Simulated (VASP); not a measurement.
**SiMo3: relaxation of cell and atoms with PBE**

The system is SiMo3.

```
Si Mo
1.0
     5.41860    0.00000    0.00000
    -2.70930    4.69264    0.00000
     0.00000    0.00000    4.71950
Si Mo
2 6
Direct
  0.33333 0.66667 0.25000
  0.66667 0.33333 0.75000
  0.83257 0.66515 0.25000
  0.16743 0.83257 0.75000
  0.66515 0.83257 0.75000
  0.33485 0.16743 0.25000
  0.83257 0.16743 0.25000
  0.16743 0.33485 0.75000
```

The cell was built by a generator and needn't be a form met in nature.

| Property | Result |
| --- | --- |
| Program | VASP 6.6.1 |
| Task | relaxation of cell and atoms |
| Functional | PBE |
| Potentials or basis | VASP PAW PBE potentials, release 64 (Si, Mo_sv) |
| Cutoff | 520 eV |
| k mesh | 6 × 6 × 6 |
| Occupations | gaussian, width 0.1 eV |
| Spin | no spin polarisation |
| Further INCAR settings | ALGO = Normal; EDIFF = 1e-07; IBRION = 2; POTIM = 0.3; EDIFFG = -0.005; NSW = 60; ISIF = 3 |

```json
{
  "Pressure after relaxing": "0.0 GPa",
  "Largest force after relaxing": "0.005 eV/Å",
  "Band gap on the k mesh": "none (metal or under the smearing width)"
}
```

Forces on the atoms (eV/Å):
```
Si   0.000  0.000  0.000
Si   0.000  0.000  0.000
Mo   0.000  0.005  0.000
Mo  -0.004  0.002  0.000
Mo   0.004  0.002  0.000
Mo  -0.004 -0.002  0.000
Mo   0.004 -0.002  0.000
Mo   0.000 -0.005  0.000
```

Final structure:
```
Si Mo
1.0
     5.41860    0.00000    0.00000
    -2.70930    4.69264    0.00000
     0.00000    0.00000    4.71950
Si Mo
2 6
Direct
  0.33333 0.66667 0.25000
  0.66667 0.33333 0.75000
  0.83257 0.66515 0.25000
  0.16743 0.83257 0.75000
  0.66515 0.83257 0.75000
  0.33485 0.16743 0.25000
  0.83257 0.16743 0.25000
  0.16743 0.33485 0.75000
```

Levels at points of the mesh, in eV from the Fermi level:
| k point | band 44 | band 45 | band 46 | band 47 | band 48 | band 49 |
| --- | --- | --- | --- | --- | --- | --- |
| (0.00, 0.00, 0.00) | -0.97 | -0.70 | 0.87 | 0.87 | 1.18 | 1.18 |
| (0.50, 0.00, 0.00) | -0.51 | -0.25 | -0.22 | -0.16 | 0.19 | 0.97 |
| (0.00, 0.00, 0.50) | -1.21 | 0.67 | 0.67 | 0.67 | 0.67 | 1.16 |
| (0.50, 0.00, 0.50) | -1.09 | -0.28 | -0.28 | 0.31 | 0.31 | 0.77 |

It took 33 s on 4 MPI ranks on AMD EPYC 9R45 96-Core Processor (Zen 5) (shared host), peak memory 0.29 GiB a rank.

Caveat: the relaxation stopped at its first step, so nothing moved.
